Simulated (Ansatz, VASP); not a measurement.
## Zr in VASP and in Ansatz

```
Zr
1.0
     3.23253    0.00000    0.00000
    -1.61627    2.79946    0.00000
     0.00000    0.00000    5.17115
Zr
2
Direct
  0.33333 0.66667 0.25000
  0.66667 0.33333 0.75000
```

Alike in both runs: functional PBE; k mesh 6 × 6 × 4; occupations gaussian, width 0.1 eV; no spin polarisation.

Ansatz relaxed the structure, and its values are those at the end. VASP's run is a single point on that final structure, the one shown.

```csv
,VASP,Ansatz
version,VASP 6.6.1,Ansatz 0.2.0
potentials or method,"VASP PAW PBE potentials, release 64 (Zr_sv)","scalar-relativistic, plane waves, PAW"
plane-wave cutoff (eV),520,420
valence electrons in the cell,24,24
```

|  | VASP | Ansatz | Ansatz less VASP |
| --- | --- | --- | --- |
| gap on the k mesh at the Fermi level (eV) | none | none | - |
| pressure (GPa) | -0.2 | -0.2 | -0.03 |

A gap of «none» marks a metal or a gap that the smearing closes. The functional is the same, so the differences come from potentials, cutoffs and numerics.

Caveats: the k mesh is coarse (spacing up to 0.37 Å⁻¹), so the values aren't converged.
